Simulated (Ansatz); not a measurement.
Method: DFT PBE, scalar-relativistic, plane waves, PAW (Ansatz). All cells share a 420 eV cutoff and Γ-centred k meshes spaced at most about 0.3 Å⁻¹ (about 0.25 or finer for metals, 2π included). No spin polarisation.

Each guess is relaxed in cell and atoms at zero pressure, on a coarse mesh first where it starts far from rest and then on a converged one. The steps can't lower the symmetry of the start, but it can rise. Energies are static (0 K, no zero-point motion).

Two unrelaxed guesses for NaH₄:

Guess 1.

Space group Amm2 (No. 38). a = 2.876 Å, b = 6.474 Å, c = 5.571 Å, α = 90.00°, β = 90.00°, γ = 90.00°
```json
{"atom": "Na", "site": "2b", "symmetry": "mm2", "x": "0.5000", "y": "0.0000", "z": "0.6740"}
{"atom": "H", "site": "4e", "symmetry": "m..", "x": "0.5000", "y": "0.0948", "z": "0.2540"}
{"atom": "H", "site": "4d", "symmetry": "m..", "x": "0.0000", "y": "0.7681", "z": "0.3697"}
```

Guess 2.

Space group P6/mmm (No. 191). a = 3.422 Å, b = 3.422 Å, c = 7.390 Å, α = 90.00°, β = 90.00°, γ = 120.00°
```
atom  site  symmetry       x       y       z
  Na    1a     6/mmm  0.0000  0.0000  0.0000
   H    4h       3m. 0.3333  0.6667  0.2500
```

Task: Which guess leads to the lower structure, and by how much?

Result: Guess 2 ends lower, by 290 meV/atom. Guess 1: Amm2 at 10.4 Å³/atom → Cmmm at 9.3 Å³/atom; Guess 2: P6/mmm at 15.0 Å³/atom → P6/mmm at 18.9 Å³/atom. Counting H atoms around Na (those within 1.25 times the shortest such distance or 1.15 times the sum of covalent radii; a plus sign parts nearer from farther groups; the shortest distance is added where it is long for a bond), the end of guess 1 has Na 4+8 and the end of guess 2 has Na 12+12 from 3.6 Å. The end of guess 1 and the end of guess 2 both hold H–H pairs as short as in free H₂ molecules. End of guess 1. Conventional cell: a = 4.115 Å, b = 6.852 Å, c = 3.309 Å. Na has 4 H at 2.09 Å and 8 H at 2.59 Å; around H on a site of symmetry m2m lie 1 H at 0.76 Å, 2 Na at 2.09 Å and 4 H at 2.36 Å; around H on a site of symmetry 2/m lie 2 H at 2.06 Å and 4 H at 2.36 Å (long contacts). End of guess 2. Conventional cell: a = 4.219 Å, c = 6.132 Å. Na has 12 H at 3.63 Å (long contacts); H has 1 H at 0.76 Å, 3 H at 2.44 Å, 3 H at 2.55 Å and 3 Na at 3.63 Å.

Ends held by symmetry can be saddle points. Even the lowest of the cells shown lies +0.09 eV/atom against the elements. Weakly bound directions are ill-defined at this level, which has no dispersion term (P6/mmm), and this can change margins and order among such cells. With hydrogen, zero-point motion can shift such differences by 10 meV/atom or more. Some candidate types were left out of the draw beforehand, so a known form may be missing.
